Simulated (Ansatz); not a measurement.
## Two Ansatz runs on BaS

The cell is COD entry 9008600, as deposited and not checked against the literature; nothing was relaxed.

First run: DFT, PBE, all-electron LAPW, Dirac equation with spin-orbit coupling (Ansatz 0.2.0).

Command: `ansatz run input.yaml --threads 1 --pin off --max-ram 2048MiB --backend cpu --events-out ev --progress --plain --runs-dir out` The run took 20 s on 1 thread of AMD EPYC 9R45 96-Core Processor (Zen 5) (shared host), peak memory 0.5 GiB.

```yaml
crystal:
  lattice:
    - [0.0, 3.19375, 3.19375]
    - [3.19375, 0.0, 3.19375]
    - [3.19375, 3.19375, 0.0]
  atoms:
    - { symbol: Ba, position: [0.0, 0.0, 0.0] }
    - { symbol: S, position: [0.5, 0.5, 0.5] }
kpoints:
  mp_grid: { grid: [7, 7, 7] }
  band_path:
    path:
      - [0.0, 0.0, 0.0]
      - [0.5, 0.0, 0.5]
      - [0.625, 0.25, 0.625]
      - [0.375, 0.375, 0.75]
      - [0.0, 0.0, 0.0]
      - [0.5, 0.5, 0.5]
      - [0.5, 0.25, 0.75]
      - [0.5, 0.0, 0.5]
    npoints: 5
scf:
  occupations: { method: fermi_dirac, width: 0.01 }
hamiltonian:
  xc: pbe
  pseudopotentials: { kind: all_electron, lapw: { basis_error: 0.00025 } }
output:
  forces: true
  stress: true
  eigenvalues: true
magnetization:
  noncollinear: true
  spin_orbit: true
```

Result: converged; pressure 0.82 GPa; gap on the k mesh 2.22 eV (the mesh can miss the band edges); 7 SCF iterations.

A second input differs as follows:

```diff
@@ -1,7 +1,7 @@
 crystal:
   lattice:
-    - [0.0, 3.19375, 3.19375]
-    - [3.19375, 0.0, 3.19375]
-    - [3.19375, 3.19375, 0.0]
+    - [0.0, 1.69005904, 1.69005904]
+    - [1.69005904, 0.0, 1.69005904]
+    - [1.69005904, 1.69005904, 0.0]
   atoms:
     - { symbol: Ba, position: [0.0, 0.0, 0.0] }
@@ -22,4 +22,5 @@
 scf:
   occupations: { method: fermi_dirac, width: 0.01 }
+  max_iter: 75
 hamiltonian:
   xc: pbe
```

**Question.** What is wrong with it, and what does the program do?

**Answer.** The fault is a lattice far too small. The run converged; pressure 2613.6 GPa; no gap on the k mesh; 7 SCF iterations. The numbers describe a strongly squeezed or stretched cell, not the crystal at ambient pressure. The log ends:
```
  P = ⅓ Tr σ = 2613.6232 GPa (26136.232 kbar)
--- Band table (eV; the first three rows and the last of 20) ---
  k-point 0: bands = ["-1014.6677", "-1014.6677", "-940.8876", "-940.8876", "-940.8876", "-940.8876", "-689.5783", "-689.5783", "-689.5783", "-689.5783", "-673.8568", "-673.8568", "-673.8468", "-673.8468", "-673.8468", "-673.8468", "-161.5693", "-161.5693", "-136.6698", "-136.6698", "-109.7114", "-109.7114", "-94.5563", "-94.5563", "-94.5563", "-94.5563", "-82.1070", "-82.1070", "-80.8609", "-80.8609", "-80.8609", "-80.8609", "-10.3801", "-10.3801", "-10.3801", "-10.3801", "-7.9024", "-7.9024", "-7.9024", "-7.9024", "-7.8217", "-7.8217", "24.7281", "24.7281", "56.6522", "56.6522", "58.1327", "58.1327", "58.1327", "58.1327", "65.0139", "65.0139", "65.0139", "65.0139", "65.2299", "65.2299", "66.1498", "66.1498", "71.2349", "71.2349", "72.8617", "72.8617", "72.8617", "72.8617", "73.2435", "73.2435", "73.2435", "73.2435", "83.3201", "83.3201"]
  k-point 1: bands = ["-1014.6677", "-1014.6677", "-940.8876", "-940.8876", "-940.8876", "-940.8876", "-689.5783", "-689.5783", "-689.5783", "-689.5783", "-673.8568", "-673.8568", "-673.8468", "-673.8468", "-673.8468", "-673.8468", "-161.5687", "-161.5687", "-136.6699", "-136.6699", "-109.7125", "-109.7125", "-94.5596", "-94.5596", "-94.5568", "-94.5568", "-82.1078", "-82.1078", "-80.8625", "-80.8625", "-80.8620", "-80.8620", "-10.3758", "-10.3758", "-10.3583", "-10.3583", "-7.9089", "-7.9089", "-7.8729", "-7.8729", "-7.7973", "-7.7973", "25.5696", "25.5696", "52.7917", "52.7917", "56.8603", "56.8603", "57.7148", "57.7148", "63.2977", "63.2977", "65.6218", "65.6218", "65.7176", "65.7176", "67.8998", "67.8998", "68.4277", "68.4277", "69.8756", "69.8756", "73.8486", "73.8486", "77.5900", "77.5900", "78.1529", "78.1529", "84.8268", "84.8268"]
  k-point 2: bands = ["-1014.6677", "-1014.6677", "-940.8876", "-940.8876", "-940.8876", "-940.8876", "-689.5783", "-689.5783", "-689.5783", "-689.5783", "-673.8568", "-673.8568", "-673.8468", "-673.8468", "-673.8468", "-673.8468", "-161.5675", "-161.5675", "-136.6702", "-136.6702", "-109.7151", "-109.7151", "-94.5669", "-94.5669", "-94.5580", "-94.5580", "-82.1098", "-82.1098", "-80.8659", "-80.8659", "-80.8645", "-80.8645", "-10.3675", "-10.3675", "-10.3105", "-10.3105", "-7.9256", "-7.9256", "-7.8047", "-7.8047", "-7.7395", "-7.7395", "28.0875", "28.0875", "45.2049", "45.2049", "56.1672", "56.1672", "57.1873", "57.1873", "62.6168", "62.6168", "62.8529", "62.8529", "63.1307", "63.1307", "69.3695", "69.3695", "69.5888", "69.5888", "70.0865", "70.0865", "78.0876", "78.0876", "80.8674", "80.8674", "81.3259", "81.3259", "85.0619", "85.0619"]
  k-point 19: bands = ["-1014.6677", "-1014.6677", "-940.8876", "-940.8876", "-940.8876", "-940.8876", "-689.5783", "-689.5783", "-689.5783", "-689.5783", "-673.8568", "-673.8568", "-673.8468", "-673.8468", "-673.8468", "-673.8468", "-161.5655", "-161.5655", "-136.6698", "-136.6698", "-109.7206", "-109.7206", "-94.5778", "-94.5778", "-94.5690", "-94.5690", "-82.1077", "-82.1077", "-80.8660", "-80.8660", "-80.8650", "-80.8650", "-10.3169", "-10.3169", "-10.2908", "-10.2908", "-7.8750", "-7.8750", "-7.8133", "-7.8133", "-7.6321", "-7.6321", "38.2259", "38.2259", "40.9718", "40.9718", "41.8354", "41.8354", "46.8052", "46.8052", "61.6096", "61.6096", "66.7386", "66.7386", "67.5743", "67.5743", "69.1771", "69.1771", "75.5888", "75.5888", "77.9372", "77.9372", "78.9128", "78.9128", "82.0319", "82.0319", "82.5023", "82.5023", "84.6410", "84.6410"]
```
